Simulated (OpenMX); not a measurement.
CuO under changes of volume

One of the cells (9.482 Å³/atom); the others are scaled copies at fixed shape and fractional positions:

```
Cu O
1.0
     0.00000    2.11656    2.11656
     2.11656    0.00000    2.11656
     2.11656    2.11656    0.00000
Cu O
1 1
Direct
  0.02950 0.02810 0.90803
  0.47050 0.47190 0.59197
```

The cell comes from a database or a generator and needn't be the stable form of this composition.

| Quantity | Value |
| --- | --- |
| Program | OpenMX 3.8.5 |
| Functional | LDA |
| Potentials or basis | OpenMX 2013 LDA set, Cu6.0H-s3p2d2, O6.0-s2p2d1, fixed grid of 32 × 32 × 32 points |
| k mesh | 11 × 11 × 11 |
| Occupations | fermi-dirac, width 0.05 eV |
| Spin | no spin polarisation |

```csv
volume (Å³/atom),energy over the lowest point (meV/atom),largest force (eV/Å)
8.913,46.43,1.510
9.103,26.03,1.328
9.292,12.03,1.154
9.482,3.52,1.022
9.671,0.00,0.873
9.861,1.14,0.726
10.051,?,?
```

What does the run at 10.051 Å³/atom give?

Energy over the lowest point 6.36 meV/atom; largest force 0.609 eV/Å.

Worked out: A Birch-Murnaghan fit of order 3 (a polynomial in V^(-2/3)) to the other rows has its minimum at 9.72 Å³/atom with B0 = V·E''(V) = 192 GPa and B' = 4.3 at fixed shape and positions, which overstates the stiffness. It gives 6.32 meV/atom at 10.051 Å³/atom, against the run's 6.36.

Energies are extrapolated to zero smearing.

Caveats: the basis of atomic orbitals isn't converged, which shifts pressures, moduli and gaps; an odd number of electrons without spin polarisation forces a metal; a magnetic or distorted state may lie lower; the run has no spin polarisation, though such a crystal can be magnetic.
